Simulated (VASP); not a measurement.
# HgTe: single point with PBE

HgTe:

```
Hg Te
1.0
    -3.08194    3.08194    1.43767
     3.08194   -3.08194    1.43767
     3.08194    3.08194   -1.43767
Hg Te
1 1
Direct
  0.25000 0.75000 0.50000
  0.00000 0.00000 0.00000
```

Measurements of this composition are mostly on another form, of space group No. 216.

The cell isn't the ideal one: strained and moved within the space group.

| Property | Result |
| --- | --- |
| Program | VASP 6.6.1 |
| Task | single point |
| Functional | PBE |
| Potentials or basis | VASP PAW PBE potentials, release 64 (Hg, Te) |
| Cutoff | 520 eV |
| k mesh | 16 × 16 × 16 |
| Occupations | gaussian, width 0.1 eV |
| Spin | no spin polarisation |

```yaml
Pressure: 4.6 GPa
Band_gap_on_the_k_mesh: none (metal or under the smearing width)
```

Stress tensor (GPa, compression positive):
```
 1.45  0.00  0.00
 0.00  1.45  0.00
 0.00  0.00 10.95
```

Levels at points of the mesh, in eV from the Fermi level:
| k point | band 5 | band 6 | band 7 | band 8 | band 9 | band 10 | band 11 | band 12 | band 13 | band 14 |
| --- | --- | --- | --- | --- | --- | --- | --- | --- | --- | --- |
| (0.00, 0.00, 0.00) | -6.06 | -6.06 | -3.95 | -2.95 | -2.95 | 4.32 | 5.29 | 6.31 | 6.31 | 9.71 |
| (0.50, 0.00, 0.00) | -6.46 | -6.22 | -5.05 | -1.50 | -0.74 | 0.23 | 3.26 | 3.91 | 6.07 | 7.91 |
| (0.50, 0.50, 0.00) | -6.26 | -6.05 | -6.02 | -1.37 | 0.92 | 1.48 | 2.62 | 5.04 | 9.48 | 10.42 |
| (0.50, 0.50, 0.50) | -6.04 | -6.04 | -4.71 | -4.71 | -4.71 | 4.99 | 7.41 | 7.41 | 8.97 | 11.26 |

Wall time 3.3 min on 1 thread of Intel(R) Xeon(R) Platinum 8559C (Emerald Rapids), on a shared host, peak memory 0.45 GiB.

The run has no spin-orbit coupling, so splittings on Hg, Te are missing.
